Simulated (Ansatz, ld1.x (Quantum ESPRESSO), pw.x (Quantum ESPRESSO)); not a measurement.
Equation-of-state test of one ultrasoft potential (Ca)

* Element: calcium
* Generator: ld1.x (Quantum ESPRESSO) 7.5
* Type: ultrasoft
* Functional: PBE
* Relativity: scalar-relativistic
* Frozen core: [Ne]
* Valence charge: 10
* Reference configuration: 3s2 3p6 3d0 4s2 4p0
* Partial waves: 3s (bound): rcut 1.55, rcutus 1.70 bohr; 4s (bound): rcut 1.55, rcutus 1.70 bohr; 3p (bound): rcut 1.75, rcutus 1.95 bohr; 4p (bound, empty): rcut 1.75, rcutus 1.95 bohr; 3d (bound, empty): rcut 3.55, rcutus 3.90 bohr; 3d channel at 0.5 Ry: rcut 3.55, rcutus 3.90 bohr
* Local potential: all-electron potential smoothed inside 3.65 bohr (lloc = -2)
* Core correction: a·sin(br)/r model core inside 1.70 bohr
* Augmentation charge: PSQ, inside the norm-conserving radii

Atomic tests: cutoffs needed: 21 Ry and 35 Ry (the cutoffs (Ry, on a coarse ladder) from which the occupation-weighted sum of valence levels, in a spherical-Bessel basis at the reference potential, stays within 10 and 1 mRy of its value at 400 Ry); ghost test: no extra level below or beside the all-electron valence levels (s, p, d, f tested) (spherical-Bessel basis up to 400 Ry, 20 bohr box); configuration tests: test run stopped at test 4 of 7 (negative rho), 1 before it not solved.

Crystal test: bcc Ca in pw.x 7.5, no spin, 11³ k-points, Fermi–Dirac smearing 0.01 Ry, cutoffs 45/360 Ry. The reference is all-electron LAPW (Ansatz 0.2.0) with the same functional, mesh and smearing; V0 and B0 come from Birch–Murnaghan fits to the pressures at five volumes. Errors are pseudo minus all-electron; Δ is the rms difference of the E(V) curves that follow from these fits, minima aligned, over ±6 % about the mean V0. Mesh and smearing are coarse, so the numbers serve the comparison and aren't converged zero-temperature values; the lattice is a test structure that the element need not adopt.

All-electron: a0 = 4.386 Å (V0 = 42.19 Å³/atom), B0 = 17.2 GPa.

Task: How far does the potential miss the all-electron equation of state?

Result: mean pressure error (GPa): +1.13. The pressure does not cross zero within the volumes sampled, so no fit is given. The largest radius (3.90 bohr) exceeds half the bond length (3.59 bohr), so the spheres overlap, which is one possible source of error among others. This is a poor potential for the solid. Atomic configuration tests: test run stopped at test 4 of 7 (negative rho), 1 before it not solved.

```json
{"V (Å³/atom)": "40.073", "P all-electron (GPa)": "0.96", "P pseudo (GPa)": "2.37"}
{"V (Å³/atom)": "41.127", "P all-electron (GPa)": "0.46", "P pseudo (GPa)": "1.71"}
{"V (Å³/atom)": "42.182", "P all-electron (GPa)": "0.00", "P pseudo (GPa)": "1.11"}
{"V (Å³/atom)": "43.237", "P all-electron (GPa)": "-0.40", "P pseudo (GPa)": "0.58"}
{"V (Å³/atom)": "44.291", "P all-electron (GPa)": "-0.77", "P pseudo (GPa)": "0.11"}
```

Task: At the middle volume, how do free energy and pressure move when the wave cutoff is lowered (ecutrho held at 360 Ry)?

Result:

| cutoff (Ry) | shift of F (meV/atom) | shift of P (GPa) |
| --- | --- | --- |
| 20 | +287.3 | -3.25 |
| 27 | +67.0 | -0.79 |
| 36 | +4.8 | -0.14 |

The run at the middle volume (56 k-points, 8 iterations) took about 14 s on one core of a shared host (Neoverse-V1, 32 threads, 247 GiB, load 30).
